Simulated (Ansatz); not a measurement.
# BaTiO3: the cost of one run

All numbers are computed with Ansatz 0.2.0 through its Python package. The levels of theory stand in the script.

**1. The system**

Symmetry: Pm-3m, No. 221, cubic system. The conventional cell has a = 4.006 Å, b = 4.006 Å, c = 4.006 Å, α = 90.00°, β = 90.00°, γ = 90.00°. Ba (site symmetry m-3m) is surrounded by 12 O at 2.83 Å. Around Ti (site symmetry m-3m) lie 6 O at 2.00 Å. O (site symmetry 4/mmm) has 2 Ti at 2.00 Å and 4 Ba at 2.83 Å in its first shell of neighbours.

The script holds or builds the structure itself.

**2. The code**

File ddh_batio3.py:

```python
"""A hybrid whose exact exchange is one over the dielectric constant of BaTiO3."""

import warnings

import ansatz as az
import numpy as np

K_DENSITY = 1.8
ECUT = 530
OCCUPATIONS = "fixed"


def count_gap(report):
    # lowest empty less highest filled band, counting bands; zero where they overlap
    return max(report.get("gap_by_band_count_ev") or 0.0, 0.0)

warnings.simplefilter("ignore", az.DeckWarning)

vectors = np.array([
    [4.006, 0.0, 0.0],
    [0.0, 4.006, 0.0],
    [0.0, 0.0, 4.006],
])
cell = (
    az.Lattice.of(vectors)
    .atom("Ba", (0.5, 0.5, 0.5))
    .atom("Ti", (0.0, 0.0, 0.0))
    .atom("O", (0.5, 0.0, 0.0))
    .atom("O", (0.0, 0.5, 0.0))
    .atom("O", (0.0, 0.0, 0.5))
)

base = (
    cell.calculation()
    .kpoints(density=K_DENSITY)
    .accuracy("medium")
    .basis(ECUT, xc_grid=3)
    .occupations(OCCUPATIONS)
    .band_table()
)
semilocal = base.functional("pbesol").run(threads=1, pin="off").report
hybrid = base.functional(exchange="pbesol", correlation="pbesol", exact_fraction="inverse_dielectric").run(threads=1, pin="off").report
alpha = hybrid["hybrid"]["exact_exchange_fraction"]
print(f"fraction of exact exchange {alpha:.4f}, so eps_inf = {1 / alpha:.2f}")
print(f"gap by band count: {count_gap(semilocal):.3f} eV semilocal, {count_gap(hybrid):.3f} eV hybrid")
```

**3. The input behind the calls**

The package turns the script's settings into the engine's input (first run):

```yaml
crystal:
  lattice:
    - [4.006, 0.0, 0.0]
    - [0.0, 4.006, 0.0]
    - [0.0, 0.0, 4.006]
  atoms:
    - { symbol: Ba, position: [0.5, 0.5, 0.5] }
    - { symbol: Ti, position: [0.0, 0.0, 0.0] }
    - { symbol: O, position: [0.5, 0.0, 0.0] }
    - { symbol: O, position: [0.0, 0.5, 0.0] }
    - { symbol: O, position: [0.0, 0.0, 0.5] }
accuracy: medium
basis:
  ecutwfc: 530.0
  xc_grid: 3
kpoints:
  mp_grid:
    kspacing: 0.5555555555555556
hamiltonian:
  xc: pbesol
scf:
  occupations:
    method: fixed
output:
  eigenvalues: true
```

**4. Launch**

On the command line:

```bash
$ python ddh_batio3.py
```

What time and memory should one allow on 1 thread of Intel Xeon 6975P-C (Granite Rapids), shared host?

About 25 s, with a peak of 1.1 GiB.
